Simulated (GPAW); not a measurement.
## BeS: single point with RPBE

BeS:

```
CELL_PARAMETERS angstrom
0.00000 2.42500 2.42500
2.42500 0.00000 2.42500
2.42500 2.42500 0.00000
ATOMIC_POSITIONS crystal
S 0.75000 0.75000 0.75000
Be 0.00000 0.00000 0.00000
```

```
Program             : GPAW 26.7.0
Task                : single point
Functional          : RPBE
Potentials or basis : the program's PAW data sets (release 1.2.1) made for this functional
Cutoff              : 800 eV
Basis               : pw
k mesh              : 9 × 9 × 9
Occupations         : gaussian, width 0.02 eV
Spin                : no spin polarisation
```

The pressure is 4.7 GPa and the band gap on the k mesh is 3.31 eV, indirect (least direct gap 5.71 eV).

Levels at points of the mesh, in eV from the valence-band top:
| k point | band 1 | band 2 | band 3 | band 4 | band 5 | band 6 | band 7 |
| --- | --- | --- | --- | --- | --- | --- | --- |
| (0.00, 0.00, 0.00) | -13.70 | 0.00 | 0.00 | 0.00 | 5.71 | 5.71 | 5.71 |

It took 12 s on 1 thread of Arm Neoverse V1, with other jobs on the host, peak memory 0.15 GiB.

Caveat: an odd mesh through Γ misses points on the zone boundary, where band edges often lie.
